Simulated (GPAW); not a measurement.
# Ta (P6_3/mmc) in GPAW: notebook

The runs below take Ta through band structure, with PBEsol.

All numbers are computed with GPAW 26.7.0; they aren't measurements. Logs are shortened: lines on timing, memory, paths and dates and some standing lists are left out, and cuts for length are marked. The log counts tension as positive stress, the text compression.

### 1 The crystal as given

It takes space group P6_3/mmc (No. 194, hexagonal). The conventional cell has a = 2.900 Å, b = 2.900 Å, c = 5.166 Å, α = 90.00°, β = 90.00°, γ = 120.00°. Ta (site symmetry -6m2) is surrounded by 12 Ta at 2.90 to 3.08 Å.

This isn't the form of Ta at room conditions, which is bcc.

### 2 Band structure, PBEsol

Input file run.py:

```python
from ase import Atoms
from ase.dft.bandgap import bandgap
from ase.io import write
from ase.units import GPa
from gpaw import GPAW, PW, setup_paths

setup_paths.insert(0, '.')

atoms = Atoms(['Ta', 'Ta'],
              cell=[[2.9003720726, 0.0, 0.0],
                    [-1.4501860363, 2.5117958953, 0.0],
                    [0.0, 0.0, 5.166274]],
              scaled_positions=[[0.3333333333, 0.6666666667, 0.25],
                                [0.6666666667, 0.3333333333, 0.75]],
              pbc=True)

calc = GPAW(mode=PW(600),
            xc='PBEsol',
            kpts={'size': (11, 11, 5), 'gamma': True},
            occupations={'name': 'fermi-dirac', 'width': 0.05},
            nbands=26,
            convergence={'density': 1e-05, 'energy': 1e-05},
            maxiter=150,
            txt='gpaw.txt')
atoms.calc = calc
energy = atoms.get_potential_energy()
forces = atoms.get_forces()
stress = atoms.get_stress()
calc.write('gs.gpw')
write('result.traj', atoms)
print(f'Energy: {energy:.6f} eV')
print('Forces (eV/A):')
print(forces.round(4))
print('Stress (GPa):', (stress / GPa).round(3))
print('Fermi level:', round(calc.get_fermi_level(), 4), 'eV')
print(f'Gap: {bandgap(calc)[0]:.4f} eV, direct: {bandgap(calc, direct=True)[0]:.4f} eV')

path = atoms.cell.bandpath('GMKGALHA,LM,KH', npoints=80, eps=1e-4)
bs_calc = calc.fixed_density(kpts=path, symmetry='off', nbands=38,
                             convergence={'bands': 'CBM+6.0', 'eigenstates': 1e-6}, txt='bands.txt')
bs = bs_calc.band_structure()
bs.write('bs.json')
print(f'Gap on the path: {bandgap(bs_calc)[0]:.4f} eV')
```

Potentials or basis: PAW data sets generated in the run's folder for this functional, pw.

Run with:

```
$ gpaw-setup -f PBEsol Ta
$ OMP_NUM_THREADS=1 python run.py
```

gpaw.txt:

```text
__  _  _
 | _ |_)|_||  |
 |__||  | ||/\| - 26.7.0

Input parameters:
  mode=PW(ecut=600.0),
  convergence={'density': 1e-05, 'energy': 1e-05},
  kpts=MonkhorstPack(size=(11, 11, 5), gamma=True),
  maxiter=150,
  nbands=26,
  occupations=Occupations(name='fermi-dirac', width=0.05),
  xc=XC(name='PBEsol')

Diagonalizing LCAO Hamiltonian
Converting LCAO to pw mode

          Ta

        Ta

Atoms  # Å, Bohr magnetons
|   | symbol |         x |        y |        z |    initial magnetic moments |
|---|--------|-----------|----------|----------|-----------------------------|
| 0 |     Ta | -0.000000 | 1.674531 | 1.291568 | ( 0.0000,  0.0000,  0.0000) |
| 1 |     Ta |  1.450186 | 0.837265 | 3.874705 | ( 0.0000,  0.0000,  0.0000) |

Unit cell  # Å
| periodic |         x |        y |        z |  lengths |     angles |
|----------|-----------|----------|----------|----------|------------|
|      yes |  2.900372 | 0.000000 | 0.000000 | 2.900372 |  90.000000 |
|      yes | -1.450186 | 2.511796 | 0.000000 | 2.900372 |  90.000000 |
|      yes |  0.000000 | 0.000000 | 5.166274 | 5.166274 | 120.000000 |

Number of symmetries: 12
Symmetry operations  # r_c * U_cc + t_c -> r_c
|    | kind |            matrix            |
|----|------|------------------------------|
|  0 |  σ   |  1, 1, 0,  0,-1, 0,  0, 0, 1 |
|  1 |  S6  |  1, 1, 0, -1, 0, 0,  0, 0,-1 |
|  2 |  E   |  1, 0, 0,  0, 1, 0,  0, 0, 1 |
|  3 |  C2  |  1, 0, 0, -1,-1, 0,  0, 0,-1 |
|  4 |  C2  |  0, 1, 0,  1, 0, 0,  0, 0,-1 |
|  5 |  C3  |  0, 1, 0, -1,-1, 0,  0, 0, 1 |
|  6 |  S6  |  0,-1, 0,  1, 1, 0,  0, 0,-1 |
|  7 |  σ   |  0,-1, 0, -1, 0, 0,  0, 0, 1 |
|  8 |  σ   | -1, 0, 0,  1, 1, 0,  0, 0, 1 |
|  9 |  i   | -1, 0, 0,  0,-1, 0,  0, 0,-1 |
| 10 |  C3  | -1,-1, 0,  1, 0, 0,  0, 0, 1 |
| 11 |  C2  | -1,-1, 0,  0, 1, 0,  0, 0,-1 |

BZ-sampling:
  Number of BZ points: 605
  Number of IBZ points: 68

  Monkhorst-Pack size: [11, 11, 5]
  Monkhorst-Pack shift: [0, 0, 0]

K-points  # in reciprocal-cell coordinates
|     |                                coordinates |     weight |
|-----|--------------------------------------------|------------|
|   0 | (  0.00000000,   0.00000000,   0.00000000) | 0.00165289 |
|   1 | (  0.00000000,   0.00000000,   0.20000000) | 0.00330579 |
|   2 | (  0.00000000,   0.00000000,   0.40000000) | 0.00330579 |
|   3 | (  0.09090909,   0.00000000,  -0.40000000) | 0.00991736 |
|   4 | (  0.09090909,   0.00000000,  -0.20000000) | 0.00991736 |
|   5 | (  0.09090909,   0.00000000,   0.00000000) | 0.00991736 |
|   6 | (  0.09090909,   0.00000000,   0.20000000) | 0.00991736 |
|   7 | (  0.09090909,   0.00000000,   0.40000000) | 0.00991736 |
|   8 | (  0.18181818,  -0.09090909,   0.00000000) | 0.00991736 |
|   9 | (  0.18181818,  -0.09090909,   0.20000000) | 0.01983471 |
| ... |                                            |            |
|  67 | (  0.45454545,   0.45454545,   0.40000000) | 0.01983471 |

Plane wave coefficients: 1275
Cutoff: 600.0 eV

Spin-components: 1 (collinear spins)
Bands:           26
Projectors:      12
Spin-degeneracy: 2
Datatype:        complex128

Parallelization:
  kpt:    1
  domain: 1
  band:   1

Density:
  Valence electrons: 26.0
  Components: 1
  Grid points: [18 18 30]
  Charge: 0.0  # |e|

Potential:
  Grid points: [18 18 30]

species:
  Ta:
    name:    Tantalum
    Z:       73.0
    valence: 13
    core:    60
    charge:  0.0  # [|e|]
    compensation charges:
      type: gauss
      rc: 0.42  # [Å]
      lmax: 2
    cutoffs:
      filter: 2.36  # [Å]
      core: 3.45  # [Å]
    projectors
    | kind |    occ | energy [eV] | rcut [Å] |
    |------|--------|-------------|----------|
    |   5s |  2.000 |     -72.818 |    1.365 |
    |   6s |  2.000 |      -5.457 |    1.365 |
    |   5p |  6.000 |     -39.444 |    1.349 |
    |   6p |  0.000 |      -1.369 |    1.349 |
    |   5d |  3.000 |      -3.632 |    1.307 |
    |    d |        |      23.579 |    1.307 |

    Using partial waves for Ta as LCAO basis

Reference energy: -848092.280618  # eV

eigensolver:
  PPCG
  Converge bands: occupied
  niter=2

density mixing:
  MSR1-Mixer
  Pratt-step length: 0.05
  Maximum mixing coefficient: 0.75
  Old densities: 10
  SVD Regularization: 0.005
  Good broyden scale: 1.0
  Trust region scale: 1.0
  Backstep threshold: 4.0
  History deletion threshold: 6.0
  Fourier metric: weight=20.0, sigma=0.015

occupation numbers:
  Fermi-Dirac:
    width: 0.0500  # eV

poisson solver:
  ecut: 4800.0  # eV

xc functional:
  name: PBEsol with 2 nearest neighbor stencil

convergence criteria:
[... 6 lines left out ...]
|iter     | |      energy | eigst |  dens |
|---------|-|-------------|-------|-------|
|iter:   1| |  -20.913348 | -0.09 |       |
|iter:   2| |  -20.862379 | -2.46 | -1.27 |
|iter:   3| |  -20.579389 | -1.69 | -1.30 |
|iter:   4| |  -20.585418 | -3.55 | -2.00 |
|iter:   5| |  -20.587767 | -4.30 | -2.34 |
|iter:   6| |  -20.587793 | -6.28 | -3.47 |
|iter:   7| |  -20.587795c| -7.80c| -4.07 |
|iter:   8| |  -20.587795c| -7.71c| -4.77 |
|iter:   9| |  -20.587795c| -8.63c| -5.57c|

Converged in 9 steps
Energy contributions relative to reference atoms: (reference = -848092.280618)

Energy contributions:
  Kinetic:           6.297136
  Coulomb:          -8.293307
  Zero:             -0.526445
  External:          0.000000
  Xc:              -18.055698
  Entropy:          -0.018963
  Spinorbit:         0.000000
  ----------------------------
  Free energy:     -20.597277
  Extrapolated:    -20.587795

dipole moment: (-0.000002, -0.000003, -0.000007)  # |e|*Ang

Fermi level: 11.469
Eigenvalues  # (at kpt = [0.000, 0.000, 0.000])
| band index |      eig [eV] | occ [0-2] |
|------------|---------------|-----------|
|          0 |       -55.959 |     2.000 |
|        ... |               |           |
|          4 |       -22.170 |     2.000 |
|          5 |       -22.170 |     2.000 |
|          6 |       -22.088 |     2.000 |
|          7 |       -22.088 |     2.000 |
|          8 |         3.328 |     2.000 |
|          9 |         6.593 |     2.000 |
[... 8 lines left out ...]
|         18 |        16.530 |     0.000 |
|         19 |        16.530 |     0.000 |
|        ... |               |           |
|         25 |        32.041 |     0.000 |

No gap
No difference between direct/indirect transitions

Forces  # eV/Ang
|        x |        y |        z |
|----------|----------|----------|
| -0.00000 |  0.00000 |  0.00000 |  # Ta   0
|  0.00000 | -0.00000 | -0.00000 |  # Ta   1

Stress tensor  # eV/Ang^3
|        x |         y |         z |
|----------|-----------|-----------|
| 0.047679 |  0.000000 |  0.000000 |
| 0.000000 |  0.047679 | -0.000000 |
| 0.000000 | -0.000000 |  0.037938 |

# Writing to gs.gpw (mode='')
```

It took 52 s on 1 thread of Intel Xeon Platinum 8488C (Sapphire Rapids), shared host; peak memory 0.29 GiB.

Results:

```
Free energy             : -20.5973 eV
Pressure                : -7.1 GPa
Band gap along the path : none (metal or under the smearing width)
```

Stress tensor (GPa, compression positive):
```
-7.64  0.00  0.00
 0.00 -7.64  0.00
 0.00  0.00 -6.08
```

Levels at the corners of the path, in eV from the Fermi level:
| point | band 9 | band 10 | band 11 | band 12 | band 13 | band 14 | band 15 | band 16 | band 17 | band 18 |
| --- | --- | --- | --- | --- | --- | --- | --- | --- | --- | --- |
| Γ | -8.14 | -4.88 | -0.57 | -0.13 | 0.58 | 0.58 | 1.14 | 1.14 | 2.92 | 2.92 |
| M | -4.03 | -3.82 | -3.33 | -0.47 | -0.39 | 0.48 | 0.83 | 5.46 | 6.37 | 6.66 |
| K | -2.86 | -1.94 | -1.94 | -1.64 | -0.57 | -0.57 | 1.03 | 3.97 | 3.99 | 3.99 |
| Γ | -8.14 | -4.88 | -0.57 | -0.13 | 0.58 | 0.58 | 1.14 | 1.14 | 2.92 | 2.92 |
| A | -6.33 | -6.33 | -1.18 | -1.18 | 0.63 | 0.63 | 0.63 | 0.63 | 4.35 | 4.35 |
| L | -4.31 | -4.31 | -2.29 | -2.29 | 1.46 | 1.46 | 2.55 | 2.55 | 5.47 | 5.47 |
| H | -2.42 | -2.42 | -1.96 | -1.96 | -0.61 | -0.61 | 1.48 | 1.48 | 5.13 | 5.13 |
| A | -6.33 | -6.33 | -1.18 | -1.18 | 0.63 | 0.63 | 0.63 | 0.63 | 4.35 | 4.35 |
| L | -4.31 | -4.31 | -2.29 | -2.29 | 1.46 | 1.46 | 2.55 | 2.55 | 5.47 | 5.47 |
| M | -4.03 | -3.82 | -3.33 | -0.47 | -0.39 | 0.48 | 0.83 | 5.46 | 6.37 | 6.66 |
| K | -2.86 | -1.94 | -1.94 | -1.64 | -0.57 | -0.57 | 1.03 | 3.97 | 3.99 | 3.99 |
| H | -2.42 | -2.42 | -1.96 | -1.96 | -0.61 | -0.61 | 1.48 | 1.48 | 5.13 | 5.13 |

Caveat: spin-orbit coupling is left out, which moves the levels of the heavy elements.

### 3 Band structure, PBEsol, spin-orbit coupling, no magnetisation

Edit run.py of step 2 so:

```diff
@@ -1 +1,2 @@
+import numpy as np
 from ase import Atoms
@@ -5,2 +6,3 @@
 from gpaw import GPAW, PW, setup_paths
+from gpaw.spinorbit import soc_eigenstates
 
@@ -43 +45,7 @@
 print(f'Gap on the path: {bandgap(bs_calc)[0]:.4f} eV')
+
+soc = soc_eigenstates(bs_calc, theta=54.7, phi=45)
+np.savetxt('soc_bands.dat', soc.eigenvalues(), fmt='%.4f')
+mesh = soc_eigenstates('gs.gpw', theta=54.7, phi=45)
+np.savetxt('soc_mesh.dat', mesh.eigenvalues(), fmt='%.4f')
+print('Fermi level with spin-orbit coupling:', round(mesh.fermi_level, 4), 'eV')
```

Potentials or basis: PAW data sets generated in the run's folder for this functional, pw.

Run with:

```
$ gpaw-setup -f PBEsol Ta
$ OMP_NUM_THREADS=1 python run.py
```

It took 57 s on 1 thread of Intel Xeon Platinum 8488C (Sapphire Rapids), shared host; peak memory 0.37 GiB.

It converged, with:

| Property | Result |
| --- | --- |
| Free energy | -20.5973 eV |
| Pressure | -7.1 GPa |
| Band gap along the path | none (metal or under the smearing width) |

Stress tensor (GPa, compression positive):
```
-7.64  0.00  0.00
 0.00 -7.64  0.00
 0.00  0.00 -6.08
```

Levels at the corners of the path, in eV from the Fermi level:
| point | band 22 | band 23 | band 24 | band 25 | band 26 | band 27 | band 28 | band 29 | band 30 | band 31 |
| --- | --- | --- | --- | --- | --- | --- | --- | --- | --- | --- |
| Γ | -0.58 | 0.01 | 0.02 | 0.32 | 0.32 | 0.84 | 0.84 | 0.86 | 0.86 | 1.44 |
| M | -3.31 | -0.40 | -0.40 | -0.38 | -0.38 | 0.38 | 0.39 | 0.98 | 0.98 | 5.43 |
| K | -1.66 | -1.62 | -1.62 | -0.63 | -0.63 | -0.50 | -0.50 | 1.14 | 1.15 | 3.86 |
| Γ | -0.58 | 0.01 | 0.02 | 0.32 | 0.32 | 0.84 | 0.84 | 0.86 | 0.86 | 1.44 |
| A | -1.15 | -1.14 | -1.14 | 0.39 | 0.39 | 0.39 | 0.39 | 0.88 | 0.88 | 0.88 |
| L | -2.28 | -2.28 | -2.28 | 1.49 | 1.49 | 1.49 | 1.49 | 2.60 | 2.60 | 2.60 |
| H | -2.09 | -1.77 | -1.77 | -0.77 | -0.77 | -0.37 | -0.37 | 1.40 | 1.40 | 1.65 |
| A | -1.15 | -1.14 | -1.14 | 0.39 | 0.39 | 0.39 | 0.39 | 0.88 | 0.88 | 0.88 |
| L | -2.28 | -2.28 | -2.28 | 1.49 | 1.49 | 1.49 | 1.49 | 2.60 | 2.60 | 2.60 |
| M | -3.31 | -0.40 | -0.40 | -0.38 | -0.38 | 0.38 | 0.39 | 0.98 | 0.98 | 5.43 |
| K | -1.66 | -1.62 | -1.62 | -0.63 | -0.63 | -0.50 | -0.50 | 1.14 | 1.15 | 3.86 |
| H | -2.09 | -1.77 | -1.77 | -0.77 | -0.77 | -0.37 | -0.37 | 1.40 | 1.40 | 1.65 |

Caveat: spin-orbit coupling was added after a scalar SCF, so levels and gaps hold it while energy, forces, pressure and moments don't; this program's spin-orbit splittings come out too wide for heavy elements.
